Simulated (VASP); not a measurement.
Input of a VASP 6.6.1 run:

File INCAR:

```
SYSTEM = BN
  ALGO = Normal
  EDIFF = 1E-6
  ENCUT = 520
  GGA = RP
  ISIF = 2
  ISMEAR = 0
  LASPH = .True.
  LCHARG = .True.
  LELF = .True.
  LREAL = .False.
  LVHAR = .True.
  LWAVE = .False.
  NBANDS = 11
  NELM = 60
  PREC = Accurate
  SIGMA = 0.01
```

KPOINTS

```
k-points
0
Gamma
  10 10 10
  0 0 0
```

The input POSCAR:

```
BN
1.0
    0.0000000000      1.8219005491      1.8219005491
    1.8219005491      0.0000000000      1.8219005491
    1.8219005491      1.8219005491      0.0000000000
B N
1 1
Direct
    0.0000000000      0.0000000000      0.0000000000
    0.2500000000      0.2500000000      0.2500000000
```

Potentials or basis: VASP PAW PBE potentials, release 64 (B, N).

Command:

```console
$ cat potpaw_PBE.64/B/POTCAR potpaw_PBE.64/N/POTCAR > POTCAR
$ mpirun -np 1 vasp_std > vasp.out
```

Problem. What does it give for the band gap on the k mesh?

Solution. 4.47 eV, indirect (least direct gap 8.76 eV).

Problem. Predict the pressure.

Solution. 0.2 GPa.

Caveat: the PAW data sets were made with another functional, which shifts forces and pressure a little.

**The experiment to reproduce.**

From a printed reference work, monograph, for a bulk crystal of BN at 300 K: band gap 6.4 eV (indirect).

Measured gap of BN: 6.4 eV (indirect; 300 K; a printed reference work, monograph). This calculation gives 4.47 eV (-1.93 eV). The value is that of RPBE on a finite k mesh, which can miss the band edges, without temperature or zero-point motion. Semilocal functionals fall short of measured gaps as a rule.
